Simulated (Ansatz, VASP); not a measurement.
## Pd: VASP beside Ansatz

```
CELL_PARAMETERS angstrom
0.00000 1.92019 1.92019
1.92019 0.00000 1.92019
1.92019 1.92019 0.00000
ATOMIC_POSITIONS crystal
Pd 0.00000 0.00000 0.00000
```

Alike in both runs: task single point; functional RPBE; k mesh 12 × 12 × 12; occupations fermi-dirac, width 0.05 eV; no spin polarisation.

|  | VASP | Ansatz |
| --- | --- | --- |
| version | VASP 6.6.1 | Ansatz 0.2.0 |
| potentials or method | VASP PAW PBE potentials, release 64 (Pd) | Ansatz PAW |
| plane-wave cutoff (eV) | 520 | 420 |
| valence electrons in the cell | 10 | 18 |

|  | VASP | Ansatz | Ansatz less VASP |
| --- | --- | --- | --- |
| gap on the k mesh at the Fermi level (eV) | none | none | - |
| pressure (GPa) | 20.8 | 21.2 | +0.37 |

A gap of «none» marks a metal or a gap that the smearing closes. The two sets of potentials don't hold the same shells in valence.

Caveats: so large a pressure means that the cell lies far from this level's equilibrium, or that cutoff or potentials fall short (VASP); the potentials were made for another functional, which shifts forces and pressure (VASP); the PAW data sets come from PBE, with cores solved anew for the run's functional, which leaves a small shift of forces and pressure (Ansatz).
